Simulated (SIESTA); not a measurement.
Y under changes of volume

One of the cells (34.704 Å³/atom); the others are scaled copies at fixed shape and fractional positions:

```xyz
4
Lattice="3.6667 0.0000 0.0000 -1.8333 3.1754 0.0000 0.0000 0.0000 11.9226" Properties=species:S:1:pos:R:3 pbc="T T T"
Y     1.8333    1.0585    8.9419
Y     0.0000    0.0000    5.9613
Y     0.0000    2.1170    2.9806
Y     0.0000    0.0000    0.0000
```

- Program: SIESTA 5.4.2
- Functional: PBE
- Potentials or basis: PseudoDojo 0.4 standard (PBE files)
- Basis: DZP (energy shift 0.003 Ry; two zetas on semicore shells)
- Grid cutoff: 800 Ry
- Energy shift: 0.003 Ry
- k mesh: 8 × 8 × 3
- Occupations: fermi-dirac, width 0.05 eV
- Spin: no spin polarisation

```csv
volume (Å³/atom),energy over the lowest point (meV/atom),pressure (GPa)
31.982,1.06,0.7
32.663,0.00,-0.1
33.343,?,?
34.704,16.53,-2.3
35.385,27.77,-2.9
36.065,41.51,-3.4
```

What does the run at 33.343 Å³/atom give?

Energy over the lowest point 2.40 meV/atom; pressure -0.9 GPa.

Worked out: A Birch-Murnaghan fit of order 3 (a polynomial in V^(-2/3)) to the other rows has its minimum at 32.52 Å³/atom with B0 = V·E''(V) = 40 GPa and B' = 2.9 at fixed shape and positions, which overstates the stiffness. It gives 2.40 meV/atom at 33.343 Å³/atom, against the run's 2.40, and -dE/dV = -1.0 GPa, against -0.9.

Energies are extrapolated to zero smearing.

Caveats: the basis of atomic orbitals isn't converged, which shifts pressures, moduli and gaps.
